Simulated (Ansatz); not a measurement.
Here is the system:

Relaxed LiI (rock salt):

```yaml
crystal:
  lattice:
    - [0.00000, 6.01904, 6.01904]
    - [3.00952, 0.00000, 3.00952]
    - [3.00952, 3.00952, 0.00000]
  atoms:
    - { symbol: I, position: [0.00000, 0.00000, 0.00000] }
    - { symbol: I, position: [0.50000, 0.00000, 0.00000] }
    - { symbol: Li, position: [0.25000, 0.50000, 0.50000] }
    - { symbol: Li, position: [0.75000, 0.50000, 0.50000] }
```

The atoms are displaced by Q × the pattern below (from a DFPT mode at L = (0.5, 0.0, 0.0), largest move 1; Q in Å), at fixed cell. It is one choice among 2 degenerate patterns. (q is in reciprocal vectors of the primitive cell; the cell shown is doubled to hold the pattern.)

| atom | x | y | z |
|---|---|---|---|
| I1 | 0.285 | -0.520 | 0.805 |
| I2 | -0.285 | 0.520 | -0.805 |

Atoms not listed stay in place.

Calculation: PBE (plane waves to 420 eV, PAW, scalar-relativistic; Ansatz, a quantum-chemistry and plane-wave program). k mesh 5×10×10 (Γ-centred), Fermi-Dirac smearing 0.05 eV. Energies are smeared free energies. LiI was relaxed with its symmetry unable to fall. Spin-orbit coupling is left out, though I is heavy. The zero of ΔE is the undisplaced structure.

The scan covers Q from -0.280 to 0.280 Å in 13 points.

Problem. Which space group does the distorted structure have?

Solution. P-1 (No. 2), lowered from Fm-3m.

Problem. Is this a single well or a double well?

Solution. A single well with its minimum at or next to zero displacement.

Problem. What is the energy change at Q = 0.280 Å?

Solution. 72.4 meV/cell.

Problem. What harmonic wavenumber does the curvature at Q = 0 give?

Solution. 43 cm⁻¹.

(For displaced atoms, the force is minus the slope of the energy, and its curvature is a force constant, which sets phonon frequencies.)
